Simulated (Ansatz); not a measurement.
System: LiNbO₃, a cell derived from the structure in space group 161 by a strain and random displacements, 10 atoms in the cell.

Level of theory: PBE, all-electron LAPW, point nucleus (Ansatz).

k-mesh 3×3×3 Γ-centred; Fermi–Dirac smearing of 0.15 eV; no spin polarisation.

```xyz
10
Lattice="-2.5268 4.4696 -0.0047 -5.1212 -0.0390 -0.0541 -2.5008 1.5000 4.5731" Properties=species:S:1:pos:R:3:forces:R:3 pbc="T T T" pressure_GPa=8.76
Nb   -4.8396    4.4732    3.6236   -2.9183    3.0771   -0.3434
Nb   -4.9391    1.6287    1.3271   -1.0393   -3.6998    0.0534
O    -0.4253    0.1089    0.0654   -0.4104   -1.1626   -1.3398
O    -3.3613    1.6846   -0.0267   -0.4717    0.1670   -0.4534
O    -5.9758    2.7503   -0.0238    2.2278    0.3674    0.2106
O    -6.6323    1.3451    2.2600    0.5278    0.0395   -0.2849
O    -4.2835    3.0567    2.2342    0.9149    1.9331    0.9786
O    -6.5370    4.7127    2.1306    0.6806   -0.6292    1.2286
Li   -7.5299    3.0248    2.9380    0.3535   -0.2969   -0.1761
Li   -4.9588    4.5259    0.5812    0.1351    0.2043    0.1263
```

Forces are in eV/Å.

```json
{"Largest force": "4.255 eV/Å on Nb1"}
```

The k-mesh is modest, so these values aren't fully converged in k.
